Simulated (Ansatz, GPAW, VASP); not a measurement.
## One calculation of PbSe, 5 ways

```
CELL_PARAMETERS angstrom
0.00000 3.06065 3.06065
3.06065 0.00000 3.06065
3.06065 3.06065 0.00000
ATOMIC_POSITIONS crystal
Pb 0.00000 0.00000 0.00000
Se 0.50000 0.50000 0.50000
```

Alike in all runs: task single point; functional PBE; k mesh 8 × 8 × 8; occupations gaussian, width 0.02 eV; no spin polarisation; no spin-orbit coupling. Pressure is positive in compression and, in plane waves, holds the error of the finite cutoff, which Ansatz's Pulay term estimates and takes out.

```tsv
program and potentials	plane-wave cutoff (eV)	notes	band gap (eV)	pressure (GPa)
Ansatz, Ansatz PAW	420	15 valence electrons an atom on average	0.29	2.43
VASP, PBE PAW files Pb_d, Se, 520 eV	520	10 valence electrons an atom on average	0.29	2.40
GPAW, GPAW PAW data sets (gpaw-data 1.2.1)	600	10 valence electrons an atom on average	0.24	2.22
Ansatz, all-electron LAPW, scalar-relativistic	-	-	0.28	2.43
VASP, PBE PAW files Pb, Se, 500 eV	500	5 valence electrons an atom on average	?	?
```

Question: Estimate from the other rows what the run with VASP, PBE PAW files Pb, Se, 500 eV gave.

Answer: Band gap 0.29 eV; pressure 2.17 GPa. The other rows, which needn't bracket it: band gap 0.24 to 0.29; pressure 2.22 to 2.43.
